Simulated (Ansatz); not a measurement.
# BP: a sweep of the k mesh

How much do the results for BP depend on the k mesh?

Computed with Ansatz 0.2.0 (DFT PBE, with the methods named in each step, unless a step's input says otherwise).

### 1 The structure to begin with

The structure is cubic, space group F-43m (No. 216). Conventional cell: a = 4.538 Å, b = 4.538 Å, c = 4.538 Å, α = 90.00°, β = 90.00°, γ = 90.00°. Around B (site symmetry -43m) lie 4 P at 1.97 Å. P (site symmetry -43m) has 4 B at 1.97 Å as nearest neighbours.

Coordinates:

```cif
data_structure
_symmetry_space_group_name_H-M 'P 1'
_symmetry_Int_Tables_number 1
_cell_length_a 3.2089
_cell_length_b 3.2089
_cell_length_c 3.2089
_cell_angle_alpha 60.000
_cell_angle_beta 60.000
_cell_angle_gamma 60.000
_cell_volume 23.36
loop_
_atom_site_label
_atom_site_type_symbol
_atom_site_fract_x
_atom_site_fract_y
_atom_site_fract_z
_atom_site_occupancy
B1 B 0.00000 0.00000 0.00000 1
P1 P 0.75000 0.75000 0.75000 1
```

The cell comes from a crystallographic database entry that wasn't checked; take it as a given geometry, which may be far from equilibrium.

Atoms are numbered in the order of the input: B1, P2.

### 2 With k mesh [4, 4, 4]

Input file input.yaml:

```yaml
crystal:
  lattice:
    - [0.0, 2.269, 2.269]
    - [2.269, 0.0, 2.269]
    - [2.269, 2.269, 0.0]
  atoms:
    - { symbol: B, position: [0.0, 0.0, 0.0] }
    - { symbol: P, position: [0.75, 0.75, 0.75] }
kpoints:
  mp_grid: { grid: [4, 4, 4] }
scf:
  occupations: { method: fermi_dirac, width: 0.08 }
hamiltonian:
  xc: pbe
  pseudopotentials: { kind: all_electron, lapw: { basis_error: 0.0005 } }
output:
  forces: true
  stress: true
  eigenvalues: true
```

### 3 With k mesh [4, 4, 4], PAW files

Edit input.yaml of step 2 so:

```diff
@@ -14,3 +14,3 @@
   xc: pbe
-  pseudopotentials: { kind: all_electron, lapw: { basis_error: 0.0005 } }
+  pseudopotentials: { kind: paw }
 output:
@@ -19 +19,2 @@
   eigenvalues: true
+  efg: { contact_densities: true }
```

### 4 With k mesh [6, 6, 6]

Edit input.yaml of step 3 so:

```diff
@@ -9,3 +9,3 @@
 kpoints:
-  mp_grid: { grid: [4, 4, 4] }
+  mp_grid: { grid: [6, 6, 6] }
 scf:
@@ -14,3 +14,3 @@
   xc: pbe
-  pseudopotentials: { kind: paw }
+  pseudopotentials: { kind: all_electron, lapw: { basis_error: 0.0005 } }
 output:
@@ -19,2 +19 @@
   eigenvalues: true
-  efg: { contact_densities: true }
```

### 5 With k mesh [6, 6, 6], PAW files

Edit input.yaml of step 4 so:

```diff
@@ -14,3 +14,3 @@
   xc: pbe
-  pseudopotentials: { kind: all_electron, lapw: { basis_error: 0.0005 } }
+  pseudopotentials: { kind: paw }
 output:
@@ -19 +19,2 @@
   eigenvalues: true
+  efg: { contact_densities: true }
```

### 6 With k mesh [9, 9, 9]

Edit input.yaml of step 5 so:

```diff
@@ -9,3 +9,3 @@
 kpoints:
-  mp_grid: { grid: [6, 6, 6] }
+  mp_grid: { grid: [9, 9, 9] }
 scf:
@@ -14,3 +14,3 @@
   xc: pbe
-  pseudopotentials: { kind: paw }
+  pseudopotentials: { kind: all_electron, lapw: { basis_error: 0.0005 } }
 output:
@@ -19,2 +19 @@
   eigenvalues: true
-  efg: { contact_densities: true }
```

### 7 With k mesh [9, 9, 9], PAW files

Edit input.yaml of step 6 so:

```diff
@@ -14,3 +14,3 @@
   xc: pbe
-  pseudopotentials: { kind: all_electron, lapw: { basis_error: 0.0005 } }
+  pseudopotentials: { kind: paw }
 output:
@@ -19 +19,2 @@
   eigenvalues: true
+  efg: { contact_densities: true }
```

### 8 With k mesh [17, 17, 17]

Edit input.yaml of step 7 so:

```diff
@@ -9,3 +9,3 @@
 kpoints:
-  mp_grid: { grid: [9, 9, 9] }
+  mp_grid: { grid: [17, 17, 17] }
 scf:
@@ -14,3 +14,3 @@
   xc: pbe
-  pseudopotentials: { kind: paw }
+  pseudopotentials: { kind: all_electron, lapw: { basis_error: 0.0005 } }
 output:
@@ -19,2 +19 @@
   eigenvalues: true
-  efg: { contact_densities: true }
```

### 9 With k mesh [17, 17, 17], PAW files

Edit input.yaml of step 8 so:

```diff
@@ -14,3 +14,3 @@
   xc: pbe
-  pseudopotentials: { kind: all_electron, lapw: { basis_error: 0.0005 } }
+  pseudopotentials: { kind: paw }
 output:
@@ -19 +19,2 @@
   eigenvalues: true
+  efg: { contact_densities: true }
```

(Steps that only read results are left out.)

Q: Predict the outcome of this session. Wanted: energy error of the loosest run; pressure, lowest to highest; gap, lowest to highest.

**Answer**, as computed:

| quantity | value |
| --- | --- |
| energy error of the loosest run (LAPW) | 85.6 meV/atom |
| within 1 meV/atom from | k mesh 9×9×9 |
| pressure, lowest to highest (LAPW) | 1.08 to 2.18 GPa |
| gap, lowest to highest (LAPW) | 1.24 to 1.34 eV |

The loosest usable run is off by 85.6 meV/atom from the tightest; from k mesh 9×9×9 on, all lie within 1 meV/atom of it. The pressure spans 1.10 GPa (LAPW). The tightest run took 45 s against 4.6 s for the loosest.
